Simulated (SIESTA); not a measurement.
# Ti in SIESTA: convergence with basis size

Crystal: Ti.

```
Ti
1.0
     2.95000    0.00000    0.00000
    -1.47500    2.55477    0.00000
     0.00000    0.00000    4.68000
Ti
2
Cartesian
  1.5420 0.8351 3.5029
  0.0045 1.7191 1.1641
```

The cell isn't the ideal one: atoms moved at random, drawn with an rms of 0.05 Å.

| Quantity | Value |
| --- | --- |
| Program | SIESTA 5.4.2 |
| Task | single point |
| Functional | PBE |
| Potentials or basis | PseudoDojo 0.4 standard (PBE files) |
| Basis | SZ (energy shift 0.002 Ry) |
| Grid cutoff | 800 Ry |
| Energy shift | 0.002 Ry |
| k mesh | 8 × 8 × 4 |
| Occupations | fermi-dirac, width 0.05 eV |
| Spin | no spin polarisation |

These are the settings of the first run; the series varies basis size, with any setting tied to it.

Hardware: 1 thread of Arm Neoverse V1, on a shared host.

The values tried are SZ, SZP, DZ, DZP, DZDP, TZP, TZDP, TZTP, loosest first. From which on does the pressure stay within 0.1 GPa of the tightest run that finished?

From TZDP on.

```
basis size  energy less the tightest run, at zero smearing (meV/atom)  pressure (GPa)  largest force (eV/Å)  SCF cycles  CPU time (s)  peak memory (GiB)
        SZ                                                    1920.75           -8.00                 0.004           8            21               0.25
       SZP                                                     241.98            1.60                 0.097           8            55               0.33
        DZ                                                     219.36           -5.24                 0.104           9            33               0.27
       DZP                                                      49.63           -1.70                 0.111          10            84               0.35
      DZDP                                                      17.98           -1.77                 0.112          10           120               0.39
       TZP                                                      24.86           -1.89                 0.110          10           110               0.39
      TZDP                                                       4.44           -1.75                 0.109          10           150               0.44
      TZTP                                                       0.00           -1.65                 0.108          10           220               0.49
```

Against the tightest run, the largest force stays within 0.005 eV/Å from DZ on. Not settled before the last step: the energy (to 1 meV/atom). The tightest run that finished is the yardstick and may itself not be fully converged.

Caveat, for the tightest run too: semicore shells carry a single zeta, which can move pressures by several GPa and volumes by a few percent; the basis of atomic orbitals isn't converged, which shifts pressures, moduli and gaps.
